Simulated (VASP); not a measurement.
# CdTe (F-43m) in VASP: settings compared

The runs below take CdTe through single point, with RPBE+D3(BJ), RPBE, revPBE, PBEsol+D3(BJ), PBEsol+D4.

Program: VASP 6.6.1. These are calculated values, not measurements. Logs are shortened: lines on timing, memory, paths and dates and some standing lists are left out, and cuts for length are marked.

**The experiment to reproduce.**

A printed reference work, data compilation reports, for a bulk crystal of CdTe at 0 K: band gap 1.607 eV.

The runs below are set against these values where they give the same quantity.

## (1) The cell of the first run

It takes space group F-43m (No. 216, cubic). The conventional cell has a = 6.280 Å, b = 6.280 Å, c = 6.280 Å, α = 90.00°, β = 90.00°, γ = 90.00°. Within 3.6 Å of Te (site symmetry -43m) lie 4 Cd at 2.72 Å. Within 3.6 Å of Cd (site symmetry -43m) lie 4 Te at 2.72 Å.

## (2) Single point, RPBE+D3(BJ)

INCAR

```
SYSTEM = CdTe
PREC = Accurate
ENCUT = 520
EDIFF = 1E-7
ISMEAR = -1
SIGMA = 0.05
LREAL = .FALSE.
LASPH = .TRUE.
NELM = 60
ALGO = Normal
ISIF = 2
LWAVE = .FALSE.
LCHARG = .TRUE.
GGA = RP
IVDW = 12
LELF = .TRUE.
LVHAR = .TRUE.
NBANDS = 16
```

KPOINTS

```
Automatic mesh
0
G
  7 7 7
  0 0 0
```

POSCAR

```
CdTe
1.0
    0.0000000000      3.1399779785      3.1399779785
    3.1399779785      0.0000000000      3.1399779785
    3.1399779785      3.1399779785      0.0000000000
Te Cd
1 1
Direct
    0.7500000000      0.7500000000      0.7500000000
    0.0000000000      0.0000000000      0.0000000000
```

Potentials or basis: VASP PAW PBE potentials, release 64 (Te, Cd).

The run is started by

```bash
> cat potpaw_PBE.64/Te/POTCAR potpaw_PBE.64/Cd/POTCAR > POTCAR
> mpirun -np 1 vasp_std > vasp.out
```

OUTCAR:

```text
SYSTEM = CdTe
   PREC = Accurate
   ENCUT = 520
   EDIFF = 1E-7
   ISMEAR = -1
   LREAL = .FALSE.
   LASPH = .TRUE.
   NELM = 60
   ISIF = 2
   GGA = RP
   IVDW = 12
 IVDW          = 12

 ion  position               nearest neighbor table
   1  0.750  0.750  0.750-   2 2.72   2 2.72   2 2.72   2 2.72
   2  0.000  0.000  0.000-   1 2.72   1 2.72   1 2.72   1 2.72

  LATTYP: Found a face centered cubic cell.
 ALAT       =     6.2799559570

  Lattice vectors:

 A1 = (   0.0000000000,   3.1399779785,   3.1399779785)
 A2 = (   3.1399779785,   0.0000000000,   3.1399779785)
 A3 = (   3.1399779785,   3.1399779785,   0.0000000000)

Analysis of symmetry for initial positions (statically):
=====================================================================
 Subroutine PRICEL returns:
 Original cell was already a primitive cell.

 Routine SETGRP: Setting up the symmetry group for a
 face centered cubic supercell.

 Subroutine GETGRP returns: Found 24 space group operations
 (whereof 24 operations were pure point group operations)
 out of a pool of 48 trial point group operations.

The static configuration has the point symmetry T_d .

Analysis of symmetry for dynamics (positions and initial velocities):
=====================================================================
 Subroutine PRICEL returns:
 Original cell was already a primitive cell.

 Routine SETGRP: Setting up the symmetry group for a
 face centered cubic supercell.

 Subroutine GETGRP returns: Found 24 space group operations
 (whereof 24 operations were pure point group operations)
 out of a pool of 48 trial point group operations.

The dynamic configuration has the point symmetry T_d .

 Subroutine INISYM returns: Found 24 space group operations
 (whereof 24 operations are pure point group operations),
 and found     1 'primitive' translations

----------------------------------------------------------------------------------------

                                     Primitive cell

  volume of cell :      61.9170

  direct lattice vectors                    reciprocal lattice vectors
     0.000000000  3.139977979  3.139977979    -0.159236786  0.159236786  0.159236786
     3.139977979  0.000000000  3.139977979     0.159236786 -0.159236786  0.159236786
     3.139977979  3.139977979  0.000000000     0.159236786  0.159236786 -0.159236786

  length of vectors
     4.440599443  4.440599443  4.440599443     0.275806203  0.275806203  0.275806203

  position of ions in fractional coordinates (direct lattice)
     0.750000000  0.750000000  0.750000000
     0.000000000  0.000000000  0.000000000

  ion indices of the primitive-cell ions
   primitive index   ion index
                 1           1
                 2           2

----------------------------------------------------------------------------------------

 KPOINTS: Automatic mesh

Automatic generation of k-mesh.
 Grid dimensions read from file:
 generate k-points for:    7    7    7

 Generating k-lattice:

  Cartesian coordinates                     Fractional coordinates (reciprocal lattice)
    -0.022748112  0.022748112  0.022748112     0.142857143  0.000000000  0.000000000
     0.022748112 -0.022748112  0.022748112     0.000000000  0.142857143  0.000000000
     0.022748112  0.022748112 -0.022748112     0.000000000  0.000000000  0.142857143

  Length of vectors
     0.039400886  0.039400886  0.039400886

  Shift w.r.t. Gamma in fractional coordinates (k-lattice)
     0.000000000  0.000000000  0.000000000

 Subroutine IBZKPT returns following result:
 ===========================================

 Found     20 irreducible k-points:

 Following reciprocal coordinates:
            Coordinates               Weight
  0.000000  0.000000  0.000000      1.000000
  0.142857  0.000000  0.000000      8.000000
  0.285714  0.000000  0.000000      8.000000
  0.428571  0.000000  0.000000      8.000000
  0.142857  0.142857  0.000000      6.000000
  0.285714  0.142857  0.000000     24.000000
[... 12 lines left out ...]
 -0.428571  0.428571  0.142857     24.000000
 -0.285714  0.428571  0.142857     24.000000
   k-points           NKPTS =     20   k-points in BZ     NKDIM =     20   number of bands    NBANDS=     16
   number of dos      NEDOS =    301   number of ions     NIONS =      2
   total plane-waves  NPLWV =  46656
   dimension x,y,z NGX =    36 NGY =   36 NGZ =   36
   dimension x,y,z NGXF=    72 NGYF=   72 NGZF=   72
   ions per type =               1   1
   NGX,Y,Z   is equivalent  to a cutoff of  13.48, 13.48, 13.48 a.u.
   NGXF,Y,Z  is equivalent  to a cutoff of  26.96, 26.96, 26.96 a.u.
 SYSTEM =  CdTe
   PREC   = accura    normal or accurate (medium, high low for compatibility)
   ISTART =      0    job   : 0-new  1-cont  2-samecut
   ICHARG =      2    charge: 1-file 2-atom 10-const
   ISPIN  =      1    spin polarized calculation?
   LNONCOLLINEAR =      F non collinear calculations
   LSORBIT =      F    spin-orbit coupling
[... 26 lines left out ...]
  Thomas-Fermi vector in A             =   2.220590
   LORBIT       =      0    0 simple, 1 ext, 2 COOP (PROOUT), +10 PAW based schemes
   GGA     = RP    functional components
   LHFCALC =     F    Hartree Fock is set to
   AEXX    =    0.0000 exact exchange contribution
   IVDW    =    12    specifies the selected vdW correction
   LEPSILON=     F    determine dielectric tensor
   LRPA    =     F    only Hartree local field effects (RPA)
 non-spin polarized calculation
  energy-cutoff  :      520.00
  volume of cell :       61.92
 maximum number of plane-waves:      1687
 NGX is ok and might be reduce to    36
   NGX = 17   NGY = 17   NGZ = 17

 number of electron      18.0000003 magnetization

 Free energy of the ion-electron system (eV)
  ---------------------------------------------------
  ext. energy  EPLUGINS =         0.00000000
  ---------------------------------------------------
  free energy    TOTEN  =        -3.82559278 eV

  energy without entropy =       -3.82559270  energy(sigma->0) =       -3.82559274

 E-fermi :   4.0114     XC(G=0):  -8.8142

 val. band max:        3.3740501731   @ k =   0.0000   0.0000   0.0000
 cond. band min:       4.5895865437   @ k =   0.0000   0.0000   0.0000
 fundamental gap:      1.2155363706
 Fermi energy:         4.0114031993

 k-point     1 :       0.0000    0.0000    0.0000
  band No.  band energies     occupation
      1      -8.3482      2.00000
      2      -5.2933      2.00000
      3      -5.2933      2.00000
      4      -5.2933      2.00000
      5      -4.9579      2.00000
      6      -4.9579      2.00000
[... 8 lines left out ...]
     15      12.8864      0.00000
     16      12.8864      0.00000

 k-point     2 :       0.1429    0.0000    0.0000
  band No.  band energies     occupation
      1      -8.2573      2.00000
      2      -5.2750      2.00000
      3      -5.2750      2.00000
      4      -5.2261      2.00000
      5      -4.9595      2.00000
      6      -4.9595      2.00000
[... 8 lines left out ...]
     15      12.0307      0.00000
     16      12.0307      0.00000

 k-point     3 :       0.2857    0.0000    0.0000
  band No.  band energies     occupation
      1      -8.0520      2.00000
      2      -5.2382      2.00000
      3      -5.2382      2.00000
      4      -4.9829      2.00000
      5      -4.9574      2.00000
      6      -4.9574      2.00000
[... 8 lines left out ...]
     15      12.0733      0.00000
     16      12.0733      0.00000

 k-point     4 :       0.4286    0.0000    0.0000
  band No.  band energies     occupation
      1      -7.8907      2.00000
      2      -5.2148      2.00000
      3      -5.2148      2.00000
      4      -4.9482      2.00000
      5      -4.9482      2.00000
      6      -4.6011      2.00000
[... 8 lines left out ...]
     15      13.3972      0.00000
     16      13.3972      0.00000
[... 248 lines left out ...]
 k-point    18 :      -0.4286    0.2857    0.1429
  band No.  band energies     occupation
      1      -7.7961      2.00000
      2      -5.1728      2.00000
      3      -5.1572      2.00000
      4      -4.9928      2.00000
      5      -4.9497      2.00000
      6      -4.4299      2.00000
[... 8 lines left out ...]
     15      13.6790      0.00000
     16      14.5766      0.00000

 k-point    19 :      -0.4286    0.4286    0.1429
  band No.  band energies     occupation
      1      -7.7469      2.00000
      2      -5.1331      2.00000
      3      -5.1230      2.00000
      4      -5.0331      2.00000
      5      -4.9365      2.00000
      6      -4.3494      2.00000
[... 8 lines left out ...]
     15      14.5177      0.00000
     16      15.3281      0.00000

 k-point    20 :      -0.2857    0.4286    0.1429
  band No.  band energies     occupation
      1      -7.7356      2.00000
      2      -5.1470      2.00000
      3      -5.1268      2.00000
      4      -4.9994      2.00000
      5      -4.9560      2.00000
      6      -4.2555      2.00000
[... 8 lines left out ...]
     15      13.8544      0.00000
     16      15.9505      0.00000

------------------------ aborting loop because EDIFF is reached ----------------------------------------

 Edisp (eV)   -3.29759

 E8    (eV) :    -2.1404

  FORCE on cell =-STRESS in cart. coord.  units (eV):
  Direction    XX          YY          ZZ          XY          YZ          ZX
  --------------------------------------------------------------------------------------
  -------------------------------------------------------------------------------------
  Total       0.06630     0.06630     0.06630    -0.00000    -0.00000    -0.00000
  in kB       1.71549     1.71549     1.71549    -0.00000    -0.00000    -0.00000
  external pressure =        1.72 kB  Pullay stress =        0.00 kB

 VOLUME and BASIS-vectors are now :
 -----------------------------------------------------------------------------
  energy-cutoff  :      520.00
  volume of cell :       61.92
      direct lattice vectors                 reciprocal lattice vectors
     0.000000000  3.139977979  3.139977979    -0.159236786  0.159236786  0.159236786
     3.139977979  0.000000000  3.139977979     0.159236786 -0.159236786  0.159236786
     3.139977979  3.139977979  0.000000000     0.159236786  0.159236786 -0.159236786

 POSITION                                       TOTAL-FORCE (eV/Angst)
 -----------------------------------------------------------------------------------
      4.70997      4.70997      4.70997         0.000000     -0.000000     -0.000000
      0.00000      0.00000      0.00000        -0.000000      0.000000      0.000000
 -----------------------------------------------------------------------------------
    total drift:                                0.000000      0.000000      0.000000

  FREE ENERGIE OF THE ION-ELECTRON SYSTEM (eV)
  ---------------------------------------------------
  free  energy   TOTEN  =        -7.1231873535 eV

  energy  without entropy=       -7.1231872796  energy(sigma->0) =       -7.12318732
```

Run time: 18 s. Hardware: 1 thread of AMD EPYC 9R45 (Zen 5), shared host; peak memory 0.18 GiB.

Results:

```yaml
Free_energy: -7.1232 eV
Pressure: 0.2 GPa
Band_gap_on_the_k_mesh: 1.22 eV, direct
Dispersion_energy_per_atom: -1.649 eV
```

Levels at points of the mesh, in eV from the valence-band top:
```
           k point  band 7  band 8  band 9  band 10  band 11  band 12
(0.00, 0.00, 0.00)    0.00    0.00    0.00     1.22     4.57     4.57
```

Caveat: the PAW data sets were made with another functional, which shifts forces and pressure a little; spin-orbit coupling is left out, which moves the levels of the heavy elements.

## (3) Single point, RPBE

This run uses another cell than the first one, of 32.92 Å³/atom, 1.063 times its volume.

INCAR

```
SYSTEM = CdTe
PREC = Accurate
ENCUT = 520
EDIFF = 1E-6
ISMEAR = -1
SIGMA = 0.05
LREAL = .False.
LASPH = .True.
NELM = 80
ALGO = Normal
ISIF = 2
LWAVE = .False.
LCHARG = .True.
GGA = RP
LELF = .True.
LVHAR = .True.
NBANDS = 16
```

KPOINTS

```
Automatic mesh
0
Gamma
  7 7 7
  0 0 0
```

POSCAR

```
CdTe
1.0
    0.0000000000      3.2050000000      3.2050000000
    3.2050000000      0.0000000000      3.2050000000
    3.2050000000      3.2050000000      0.0000000000
Te Cd
1 1
Direct
    0.7500000000      0.7500000000      0.7500000000
    0.0000000000      0.0000000000      0.0000000000
```

Potentials or basis: VASP PAW PBE potentials, release 64 (Te, Cd).

The run is started by

```bash
> cat potpaw_PBE.64/Te/POTCAR potpaw_PBE.64/Cd/POTCAR > POTCAR
> mpirun -np 1 vasp_std > vasp.out
```

It took 15 s on 1 thread of AMD EPYC 9R45 (Zen 5), shared host; peak memory 0.18 GiB.

It converged, with:

```yaml
Free_energy: -4.0225 eV
Pressure: 6.1 GPa
Band_gap_on_the_k_mesh: 1.02 eV, direct
```

Levels at points of the mesh, in eV from the valence-band top:
```csv
k point,band 7,band 8,band 9,band 10,band 11,band 12
"(0.00, 0.00, 0.00)",0.00,0.00,0.00,1.02,4.63,4.63
```

Caveat: the PAW data sets were made with another functional, which shifts forces and pressure a little; spin-orbit coupling is left out, which moves the levels of the heavy elements.

## (4) Single point, revPBE

This run uses another cell than the first one, of 32.92 Å³/atom, 1.063 times its volume.

INCAR

```
SYSTEM = CdTe
PREC = Accurate
ENCUT = 520
EDIFF = 1E-6
ISMEAR = -1
SIGMA = 0.05
LREAL = .FALSE.
LASPH = .TRUE.
NELM = 80
ALGO = Normal
ISIF = 2
LWAVE = .FALSE.
LCHARG = .FALSE.
GGA = RE
NBANDS = 16
```

KPOINTS

```
regular mesh
0
G
  7 7 7
  0 0 0
```

POSCAR is that of step 3.

The run is started by

```bash
> cat potpaw_PBE.64/Te/POTCAR potpaw_PBE.64/Cd/POTCAR > POTCAR
> mpirun -np 1 vasp_std > vasp.out
```

Run time: 12 s. Hardware: 1 thread of AMD EPYC 9R45 (Zen 5), shared host; peak memory 0.18 GiB.

The run converged. Its results:

```yaml
Free_energy: -4.1171 eV
Pressure: 5.7 GPa
Band_gap_on_the_k_mesh: 0.98 eV, direct
```

Levels at points of the mesh, in eV from the valence-band top:
| k point | band 7 | band 8 | band 9 | band 10 | band 11 | band 12 |
| --- | --- | --- | --- | --- | --- | --- |
| (0.00, 0.00, 0.00) | 0.00 | 0.00 | 0.00 | 0.98 | 4.62 | 4.62 |

Caveat: the PAW data sets were made with another functional, which shifts forces and pressure a little; spin-orbit coupling is left out, which moves the levels of the heavy elements. Expect the measured gap to be larger: semilocal functionals such as revPBE lack the derivative discontinuity.

## (5) Single point, PBEsol+D3(BJ)

This run uses another cell than the first one, of 32.92 Å³/atom, 1.063 times its volume.

INCAR

```
PREC     = Accurate       # precision mode
ENCUT    = 520            # plane-wave cutoff, eV
EDIFF    = 1E-7           # SCF threshold, eV
ISMEAR   = -1             # smearing method
SIGMA    = 0.05           # smearing width, eV
LREAL    = False          # projectors in reciprocal space
LASPH    = True           # aspherical terms in the spheres
NELM     = 80             # most SCF steps
ALGO     = Normal         # electronic algorithm
ISIF     = 2              # what is computed and relaxed
LWAVE    = False          # write WAVECAR
LCHARG   = False          # write CHGCAR
GGA      = PS             # functional
IVDW     = 12             # dispersion correction
NBANDS   = 16             # bands
```

KPOINTS

```
Automatic mesh
0
Gamma
  7 7 7
```

POSCAR is that of step 4.

The run is started by

```bash
> cat potpaw_PBE.64/Te/POTCAR potpaw_PBE.64/Cd/POTCAR > POTCAR
> mpirun -np 1 vasp_std > vasp.out
```

It took 15 s on 1 thread of AMD EPYC 9R45 (Zen 5), shared host; peak memory 0.19 GiB.

It converged, with:

```
Free energy                : -6.1661 eV
Pressure                   : 0.2 GPa
Band gap on the k mesh     : 0.76 eV, direct
Dispersion energy per atom : -0.347 eV
```

Levels at points of the mesh, in eV from the valence-band top:
| k point | band 6 | band 7 | band 8 | band 9 | band 10 | band 11 | band 12 | band 13 |
| --- | --- | --- | --- | --- | --- | --- | --- | --- |
| (0.00, 0.00, 0.00) | -8.09 | 0.00 | 0.00 | 0.00 | 0.76 | 4.52 | 4.52 | 4.52 |

Caveat: the PAW data sets were made with another functional, which shifts forces and pressure a little; spin-orbit coupling is left out, which moves the levels of the heavy elements.

## (6) Single point, PBEsol+D4

This run uses another cell than the first one, of 33.40 Å³/atom, 1.079 times its volume.

INCAR

```
SYSTEM = CdTe
PREC = Accurate ; ENCUT = 520
EDIFF = 1E-7 ; ISMEAR = -1
SIGMA = 0.05 ; LREAL = .FALSE.
LASPH = .TRUE. ; NELM = 80
ALGO = Normal ; ISIF = 2
LWAVE = .FALSE. ; LCHARG = .FALSE.
GGA = PS ; IVDW = 13
NBANDS = 16
```

KPOINTS

```
Automatic mesh
0
G
  7 7 7
  0 0 0
```

POSCAR

```
CdTe
1.0
    0.0000000000      3.2203324620      3.2203324620
    3.2203324620      0.0000000000      3.2203324620
    3.2203324620      3.2203324620      0.0000000000
Te Cd
1 1
Direct
    0.7500000000      0.7500000000      0.7500000000
    0.0000000000      0.0000000000      0.0000000000
```

Potentials or basis: VASP PAW PBE potentials, release 64 (Te, Cd).

The run is started by

```bash
> cat potpaw_PBE.64/Te/POTCAR potpaw_PBE.64/Cd/POTCAR > POTCAR
> mpirun -np 1 vasp_std > vasp.out
```

It took 17 s on 1 thread of AMD EPYC 9R45 (Zen 5), shared host; peak memory 0.18 GiB.

It converged, with:

```
Free energy                : -5.9174 eV
Pressure                   : 0.2 GPa
Band gap on the k mesh     : 0.72 eV, direct
Dispersion energy per atom : -0.218 eV
```

Levels at points of the mesh, in eV from the valence-band top:
| k point | band 7 | band 8 | band 9 | band 10 | band 11 | band 12 |
| --- | --- | --- | --- | --- | --- | --- |
| (0.00, 0.00, 0.00) | 0.00 | 0.00 | 0.00 | 0.72 | 4.53 | 4.53 |

Caveat: the PAW data sets were made with another functional, which shifts forces and pressure a little; spin-orbit coupling is left out, which moves the levels of the heavy elements.

## (7) Overview

```tsv
level	cell	gap on the mesh (eV)	pressure (GPa)
RPBE+D3(BJ)	a = 4.441 Å, angles 60.0°, 2 atoms	1.22	0.2
RPBE	a = 4.533 Å, angles 60.0°, 2 atoms	1.02	6.1
revPBE	a = 4.533 Å, angles 60.0°, 2 atoms	0.98	5.7
PBEsol+D3(BJ)	a = 4.533 Å, angles 60.0°, 2 atoms	0.76	0.2
PBEsol+D4	a = 4.554 Å, angles 60.0°, 2 atoms	0.72	0.2
```

Alike in all rows: task single point; potentials or basis VASP PAW PBE potentials, release 64 (Te, Cd); no spin polarisation; k mesh 7 × 7 × 7; cutoff (eV) 520; smearing fermi-dirac 0.05 eV.

Caveats: the PAW data sets were made with another functional, which shifts forces and pressure a little; spin-orbit coupling is left out, which moves the levels of the heavy elements.

Total energies depend on the potentials used, so only differences within one code and one set of settings carry meaning.

## (8) Against experiment

Step 2. Measured gap of CdTe: 1.607 eV (0 K; a printed reference work, data compilation). This calculation gives 1.22 eV (-0.39 eV). Spin-orbit coupling on Cd, Te is left out. The value is that of RPBE+D3(BJ), without temperature or zero-point motion. Semilocal functionals fall short of measured gaps as a rule.

Step 5. Measured gap of CdTe: 1.607 eV (0 K; a printed reference work, data compilation). This calculation gives 0.76 eV (-0.85 eV). Spin-orbit coupling on Cd, Te is left out. The value is that of PBEsol+D3(BJ), without temperature or zero-point motion. Semilocal functionals fall short of measured gaps as a rule.

Step 6. A measured gap of CdTe is 1.607 eV (0 K; a printed reference work, data compilation); the calculated 0.72 eV misses it by -0.89 eV. Spin-orbit coupling on Cd, Te is left out. The value is that of PBEsol+D4, without temperature or zero-point motion. Semilocal functionals fall short of measured gaps as a rule.
